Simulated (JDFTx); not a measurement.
A run of JDFTx 1.7.0 (patched build) is set up as follows.

SiC.in

```
lattice \
    3.0760000000    -1.5380000000     0.0000000000 \
    0.0000000000     2.6638941420     0.0000000000 \
    0.0000000000     0.0000000000     5.0480000000
latt-scale 1.889726124626 1.889726124626 1.889726124626
coords-type Lattice
ion Si     0.6666666667     0.3333333333     0.5000000000 1
ion Si     0.3333333333     0.6666666667     0.0000000000 1
ion C      0.6666666667     0.3333333333     0.8850000000 1
ion C      0.3333333333     0.6666666667     0.3850000000 1

ion-species pseudo/Si.upf
ion-species pseudo/C.upf
elec-cutoff 41 328
elec-ex-corr lda-PW
kpoint-folding 10 10 5
elec-smearing Fermi 0.0018374661
elec-n-bands 14
electronic-SCF nIterations 100 energyDiffThreshold 1e-09
electronic-minimize nIterations 30 energyDiffThreshold 1e-7
converge-empty-states yes
forces-output-coords Cartesian

dump-name run.$VAR
dump End Ecomponents EigStats BandEigs Kpoints Forces Stress ElecDensity Dtot KEdensity
```

Potentials or basis: PseudoDojo-SR-LDA-0.4.1-standard.

Launch:

```console
$ jdftx -c 1 -i SiC.in -o SiC.out
```

Q: Predict the band gap on the k mesh.

A: 2.38 eV, indirect (least direct gap 4.00 eV).

Q: What does it give for the Loewdin charges?

A: Si +1.09; C -1.02 e.

Q: Predict the largest force.

A: 0.731 eV/Å.

Q: Estimate the pressure.

A: -4.5 GPa.

Forces in eV/Å, atoms in the order of the input:
```
Si   0.000  0.000  0.731
Si   0.000  0.000  0.731
C    0.000  0.000 -0.731
C    0.000  0.000 -0.731
```

Caveat: the empty levels aren't tightly converged; an odd mesh through Γ misses points on the zone boundary, where band edges often lie.
